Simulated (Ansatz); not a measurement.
**Be: what symmetry allows forces and stress to be**

```yaml
crystal:
  lattice:
    - [3.88650, 0.00000, 0.00000]
    - [0.00000, 3.88650, 0.00000]
    - [0.00000, 0.00000, 2.16101]
  atoms:
    - { symbol: Be, position: [0.32572, 0.32572, 0.00000] }
    - { symbol: Be, position: [0.67428, 0.67428, 0.00000] }
    - { symbol: Be, position: [0.17428, 0.82572, 0.50000] }
    - { symbol: Be, position: [0.82572, 0.17428, 0.50000] }
```

Method: Ansatz, DFT PBE, scalar-relativistic, plane waves, PAW.

Cutoff 420 eV; k points 12×12×18 on the computed 4-atom cell (Γ-centred); Gaussian smearing, width 0.10 eV; no spin polarisation.

This distorted cell has space group P4_2/mnm, with 16 operations.

Without a calculation: in which directions can each atom feel a force?

A force must be left unchanged by every operation that keeps its atom in place, so it lies in the space that those operations leave fixed. Atoms that the group maps onto each other feel forces of one size.
```
atom site symmetry operations at the site equivalent to atom allowed force (Cartesian)
 Be1           m.2m                       4                   1   along (0.71, 0.71, 0.00)
 Be2           m.2m                       4                   1   along (0.71, 0.71, 0.00)
 Be3           m.2m                       4                   1  along (0.71, -0.71, 0.00)
 Be4           m.2m                       4                   1  along (0.71, -0.71, 0.00)
```

That leaves 1 independent force component of 12. A relaxation in this cell that keeps the symmetry moves the atoms in these directions alone.

And the stress tensor?

It must be invariant under the point group, which leaves 2 independent components: yz, xz, xy vanish; xx = yy.

Do the computed values obey this?

Yes. Forces (eV/Å):
```
Be1 -1.105 -1.105  0.000
Be2  1.105  1.105  0.000
Be3  1.105 -1.105  0.000
Be4 -1.105  1.105  0.000
```

Stress (GPa, compression positive, xx yy zz yz xz xy): -1.02 -1.02 7.62 0.00 0.00 0.00. The program imposes the same operations on density, forces and stress, so this confirms the analysis and is no independent test of the calculation.

This form isn't the element's structure at ambient conditions.